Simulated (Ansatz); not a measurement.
Computed with DFT PBE, scalar-relativistic, plane waves, PAW (Ansatz 0.2.0). Settings: cutoff 420 eV, Γ-centred meshes spaced at most about 0.3 Å⁻¹, and about 0.25 Å⁻¹ or finer for metals (2π included), Gaussian smearing. No spin polarisation.

All energies are static (0 K, no zero-point motion).

Task: Which of these relaxed structures of W5C is the lowest in energy?
1.

```
W C
1.0
    -3.20597    3.20597    2.11842
     3.20597   -3.20597    2.11842
     3.20597    3.20597   -2.11842
W C
5 1
Direct
  0.00000 0.00000 0.00000
  0.19212 0.61226 0.80437
  0.38774 0.19212 0.57986
  0.80788 0.38774 0.19563
  0.61226 0.80788 0.42014
  0.50000 0.50000 0.00000
```

2.

```
W C
1.0
     2.83500    0.00000    0.00000
    -1.41750    2.45519    0.00000
     0.00000    0.00000   12.58278
W C
5 1
Cartesian
  1.4175 0.8184 1.4284
  1.4175 0.8184 11.1544
  0.0000 0.0000 8.7175
  0.0000 0.0000 3.8653
  0.0000 1.6368 6.2914
  0.0000 0.0000 0.0000
```

Result: 1. The other, cell 2, lies 107 meV/atom higher. Forms: cell 1 I4/m; cell 2 P-6m2. Counting W atoms around C (those within 1.25 times the shortest such distance or 1.15 times the sum of covalent radii, 1.27 where that leaves under three): cell 1 has C 6; cell 2 has C 6. Both come from invented guesses. The lowest form computed isn't among them: it has space group I4/mmm (No. 139), 14.5 Å³/atom and lies 34 meV/atom below the best shown. Even the lowest of the cells shown lies +0.20 eV/atom against the elements.

These runs have no spin–orbit coupling, which can matter for W. Cells relaxed within their symmetry can be saddle points. Some candidate types were left out of the draw beforehand, so a known form may be missing.
